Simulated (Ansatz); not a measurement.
# TiSi under changes of volume

One of the cells (14.630 Å³/atom); the others are scaled copies at fixed shape and fractional positions:

```xyz
2
Lattice="1.8162 -2.1176 0.0000 1.8162 2.1176 0.0000 0.0000 0.0000 3.8039" Properties=species:S:1:pos:R:3 pbc="T T T"
Ti    1.8162    0.0000    0.0000
Si    0.0000    0.0000    1.9020
```

The cell comes from a database or a generator and needn't be the stable form of this composition.

```yaml
Program: Ansatz 0.2.0
Functional: PBEsol
Potentials_or_basis: all-electron LAPW, scalar-relativistic
Cutoff: 257 eV (chosen from the basis error)
Basis_error_allowed: 0.0005 eV/atom
k_mesh: 10 × 10 × 7
Occupations: fermi-dirac, width 0.05 eV
Spin: no spin polarisation
```

```tsv
volume (Å³/atom)	energy over the lowest point (meV/atom)	pressure (GPa)
13.752	5.64	4.8
14.045	0.00	1.4
14.337	0.15	-1.6
14.630	5.57	-4.3
14.922	15.77	-6.8
15.215	30.27	-9.0
15.508	?	?
```

Problem. What does the run at 15.508 Å³/atom give?

Solution. Energy over the lowest point 48.63 meV/atom; pressure -11.0 GPa.

Worked out: A Birch-Murnaghan fit of order 3 (a polynomial in V^(-2/3)) to the other rows has its minimum at 14.18 Å³/atom with B0 = V·E''(V) = 147 GPa and B' = 3.8 at fixed shape and positions, which overstates the stiffness. It gives 48.72 meV/atom at 15.508 Å³/atom, against the run's 48.63, and -dE/dV = -11.1 GPa, against -11.0.

Energies are extrapolated to zero smearing.
